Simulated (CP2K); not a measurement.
# ZnS (Wurtzite-4H) (P6_3mc) in CP2K: notebook, part 2 of 2

CP2K 2026.2. Earlier steps stand in the parts before.

**3. Single point, PBE**

The input, zns_scf.inp:

```
&GLOBAL
  PROJECT zns_scf
  RUN_TYPE ENERGY_FORCE
  PRINT_LEVEL LOW
&END GLOBAL
&FORCE_EVAL
  METHOD QS
  STRESS_TENSOR ANALYTICAL
  &DFT
    BASIS_SET_FILE_NAME BASIS_MOLOPT_UZH
    POTENTIAL_FILE_NAME POTENTIAL_UZH
    &MGRID
      CUTOFF 450
      REL_CUTOFF 60
      NGRIDS 5
    &END MGRID
    &QS
      METHOD GPW
      EPS_DEFAULT 1.0E-9
    &END QS
    &KPOINTS
      SCHEME MONKHORST-PACK 6 6 2
      GAMMA_CENTERED T
      SYMMETRY T
      SYMMETRY_BACKEND SPGLIB
    &END KPOINTS
    &SCF
      SCF_GUESS ATOMIC
      EPS_SCF 1.0E-6
      MAX_SCF 100
      ADDED_MOS 22
      CHOLESKY OFF
      EPS_EIGVAL 1.0E-7
      &DIAGONALIZATION ON
        ALGORITHM STANDARD
      &END DIAGONALIZATION
      &MIXING ON
        METHOD BROYDEN_MIXING
        ALPHA 0.4
        BETA 1.5
        NBUFFER 8
      &END MIXING
      &SMEAR ON
        METHOD FERMI_DIRAC
        ELECTRONIC_TEMPERATURE [K] 580.226
      &END SMEAR
    &END SCF
    &XC
      &XC_FUNCTIONAL
        &GGA_X_PBE
        &END GGA_X_PBE
        &GGA_C_PBE
        &END GGA_C_PBE
      &END XC_FUNCTIONAL
    &END XC
    &PRINT
      &KPOINTS ON
      &END KPOINTS
      &MULLIKEN ON
      &END MULLIKEN
      &MO ON
        ENERGIES T
        OCCUPATION_NUMBERS T
        &EACH
          QS_SCF 0
        &END EACH
        ADD_LAST NUMERIC
      &END MO
      &LOWDIN ON
      &END LOWDIN
      &HIRSHFELD ON
        SHAPE_FUNCTION DENSITY
      &END HIRSHFELD
      &E_DENSITY_CUBE ON
        STRIDE 1
      &END E_DENSITY_CUBE
      &V_HARTREE_CUBE ON
        STRIDE 1
      &END V_HARTREE_CUBE
      &ELF_CUBE ON
        STRIDE 1
      &END ELF_CUBE
    &END PRINT
  &END DFT
  &SUBSYS
    &CELL
      A 3.8227000000 0.0000000000 0.0000000000
      B -1.9113500000 3.3105553110 0.0000000000
      C 0.0000000000 0.0000000000 12.5200000000
      PERIODIC XYZ
    &END CELL
    &COORD
      SCALED
      Zn  0.6666666667 0.3333333333 0.7500000000
      Zn  0.3333333333 0.6666666667 0.2500000000
      Zn  0.0000000000 0.0000000000 0.5000000000
      Zn  0.0000000000 0.0000000000 0.0000000000
      S   0.6666666667 0.3333333333 0.9375000000
      S   0.3333333333 0.6666666667 0.4375000000
      S   0.0000000000 0.0000000000 0.6875000000
      S   0.0000000000 0.0000000000 0.1875000000
    &END COORD
    &KIND Zn
      BASIS_SET TZV2P-MOLOPT-PBE-GTH-q12
      POTENTIAL GTH-PBE-q12
    &END KIND
    &KIND S
      BASIS_SET TZV2P-MOLOPT-PBE-GTH-q6
      POTENTIAL GTH-PBE-q6
    &END KIND
    &PRINT
      &ATOMIC_COORDINATES ON
      &END ATOMIC_COORDINATES
      &CELL ON
      &END CELL
      &SYMMETRY ON
      &END SYMMETRY
    &END PRINT
  &END SUBSYS
  &PRINT
    &FORCES ON
    &END FORCES
    &STRESS_TENSOR ON
    &END STRESS_TENSOR
  &END PRINT
&END FORCE_EVAL
```

Potentials or basis: POTENTIAL_UZH Zn GTH-PBE-q12, S GTH-PBE-q6; TZV2P-MOLOPT-PBE-GTH basis.

Launch:

```console
$ OMP_NUM_THREADS=1 cp2k.psmp -i zns_scf.inp -o zns_scf.out
```

zns_scf.out:

```text

 CP2K| version string:                                       CP2K version 2026.2
 CP2K| Input file name                                               zns_scf.inp

 GLOBAL| Force Environment number                                              1
 GLOBAL| Basis set file name                                    BASIS_MOLOPT_UZH
 GLOBAL| Potential file name                                       POTENTIAL_UZH
 GLOBAL| MM Potential file name                                     MM_POTENTIAL
 GLOBAL| Coordinate file name                                      __STD_INPUT__
 GLOBAL| Method name                                                        CP2K
 GLOBAL| Project name                                                    zns_scf
 GLOBAL| Run type                                                   ENERGY_FORCE
 GLOBAL| FFT library                                                       FFTW3
 GLOBAL| Diagonalization library                                       ScaLAPACK
 GLOBAL| Cholesky decomposition library                                ScaLAPACK
 GLOBAL| DGEMM library                                                      BLAS
 GLOBAL| Direct generalized diagonalization requested                          F
 GLOBAL| Matrix multiplication library                                 ScaLAPACK
 GLOBAL| Global print level                                                  LOW
 GLOBAL| Total number of message passing processes                             1
 GLOBAL| Number of threads for this process                                    1
 GLOBAL| CPU model name                                                  UNKNOWN

 CELL| Volume [angstrom^3]:                                           158.443853
 CELL| Vector a [angstrom]:       3.823     0.000     0.000   |a| =     3.822700
 CELL| Vector b [angstrom]:      -1.911     3.311     0.000   |b| =     3.822700
[... 1105 lines left out ...]
       4     Zn       1         13.692586                             -1.692586
       5     S        2          4.311508                              1.688492
       6     S        2          4.311508                              1.688492
       7     S        2          4.313192                              1.686808
       8     S        2          4.313192                              1.686808
 # Total charge                             72.000000                 -0.000000

               ----- ELF is computed on the real space grid -----

 ELF is written in Cube    file format to the file:

 zns_scf-ELF_S1-1_0.cube

 ENERGY| Total FORCE_EVAL ( QS ) energy [hartree]           -283.364928794272544

 FORCES| Atomic forces [hartree/bohr]
 FORCES|   Atom     x               y               z               |f|
 FORCES|      1 -1.22959285E-06  7.10600054E-07  1.13932655E-03   1.13932743E-03
 FORCES|      2  1.22945847E-06 -7.10281104E-07  1.13932802E-03   1.13932891E-03
 FORCES|      3 -1.19589477E-06  6.93749822E-07  1.40777698E-03   1.40777766E-03
 FORCES|      4  1.19605205E-06 -6.94235810E-07  1.40777769E-03   1.40777837E-03
 FORCES|      5 -1.12646210E-06  6.46613112E-07  2.38363446E-04   2.38366985E-04
 FORCES|      6  1.12631549E-06 -6.46075474E-07  2.38363909E-04   2.38367446E-04
 FORCES|      7  1.13571500E-06 -6.50553634E-07 -9.03346093E-04   9.03347041E-04
 FORCES|      8 -1.13559027E-06  6.50180324E-07 -9.03346579E-04   9.03347527E-04
 FORCES| Sum     1.03131335E-12 -2.70982876E-12  3.76424393E-03
 FORCES| Total atomic force                                       3.76424393E-03

 STRESS| Analytical stress tensor [bar]
 STRESS|                        x                   y                   z
 STRESS|      x        1.56358523948E+04   3.45307746004E+00  -1.46511491728E-05
 STRESS|      y        3.45307746004E+00   1.56398607635E+04   5.96790344452E-04
 STRESS|      z       -1.46511491728E-05   5.96790344452E-04   1.64663308652E+04
 STRESS| 1/3 Trace                                             1.59140146745E+04
 STRESS| Determinant                                           4.02671841461E+12

 STRESS| Eigenvectors and eigenvalues of the analytical stress tensor [bar]
 STRESS|                        1                   2                   3
 STRESS| Eigenvalues   1.56338640237E+04   1.56418491346E+04   1.64663308652E+04
 STRESS|      x           0.866596891940      0.499008844491     -0.000000014640
 STRESS|      y          -0.499008844491      0.866596891940      0.000000722034
 STRESS|      z           0.000000372988     -0.000000618407      1.000000000000
```

Run time: 2.8 min. Hardware: 1 thread of Arm Neoverse V2, shared host; peak memory 1.3 GiB.

What came out:

| Quantity | Value |
| --- | --- |
| Free energy | -7710.7518 eV |
| Pressure | 1.6 GPa |
| Band gap on the k mesh | 2.09 eV, direct |
| Mulliken charges | Zn +0.46, +0.48; S -0.47 e |
| Hirshfeld charges | Zn +0.24; S -0.24 e |

Caveat: Mulliken charges move with the basis; the basis of atomic orbitals isn't converged, which shifts pressures, moduli and gaps.

**4. Against experiment**

Step 2. Measured gap of ZnS: 3.911 eV (direct; 4 K; a printed reference work, monograph). This calculation gives 2.09 eV (-1.82 eV). The value is that of PBE in an atomic basis (POTENTIAL_UZH Zn GTH-PBE-q12, S GTH-PBE-q6; TZVP-MOLOPT-PBE-GTH basis), whose error adds to the functional's,, without temperature or zero-point motion. Semilocal functionals fall short of measured gaps as a rule.

Step 3. A measured gap of ZnS is 3.911 eV (direct; 4 K; a printed reference work, monograph); the calculated 2.09 eV misses it by -1.82 eV. The value is that of PBE in an atomic basis (POTENTIAL_UZH Zn GTH-PBE-q12, S GTH-PBE-q6; TZV2P-MOLOPT-PBE-GTH basis), whose error adds to the functional's,, without temperature or zero-point motion. Semilocal functionals fall short of measured gaps as a rule.
